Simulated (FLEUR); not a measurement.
**C: equation of state with PBE**

**Experimental background.**

“Equation of state of cubic boron nitride at high pressures and temperatures”, 2007, arxiv:cond-mat/0702656 quotes, for a bulk crystal of C: bulk modulus 444.8 ± 0.8 GPa.

The system is C.

```
C
1.0
     0.00000    1.78337    1.78337
     1.78337    0.00000    1.78337
     1.78337    1.78337    0.00000
C
2
Cartesian
  2.6751 2.6751 2.6751
  1.7834 1.7834 1.7834
```

This isn't the form of C at room conditions, which is graphite.

```json
{"Program": "FLEUR MaX-R8.1 (patched build s14)", "Task": "equation of state", "Functional": "PBE", "Potentials or basis": "all-electron", "Basis": "FLAPW", "Kmax": "4.5 1/bohr", "k mesh": "13 × 13 × 13", "Occupations": "fermi-dirac, width 0.05 eV", "Spin": "no spin polarisation"}
```

| Item | Value |
| --- | --- |
| Equilibrium volume | 5.75 Å³/atom |
| Bulk modulus | 423 GPa |

Energy against volume, from the lowest point:
| volume (Å³/atom) | energy (meV/atom) |
| --- | --- |
| 5.332 | 45.03 |
| 5.445 | 22.36 |
| 5.672 | 0.00 |
| 5.899 | 3.41 |
| 6.012 | 13.00 |

Measured bulk modulus of C: 444.8 GPa (quoted in “Equation of state of cubic boron nitride at high pressures and temperatures”, 2007, arxiv:cond-mat/0702656). This calculation gives 423 GPa (-4.9 %). 3 values of this kind are on record (442 to 444.8 GPa); this one was drawn at random among those near their median, those with a stated uncertainty first. The fit is for a static lattice scaled at fixed shape and fixed fractional positions. The cell as given is a measured one (5.67 Å³/atom); PBE puts the equilibrium volume +1.4 % from it, thermal expansion not counted.

Caveat: small basis for a fit; the plane-wave cutoff is short for the small spheres of the light atoms, so energies, forces and moduli aren't converged.
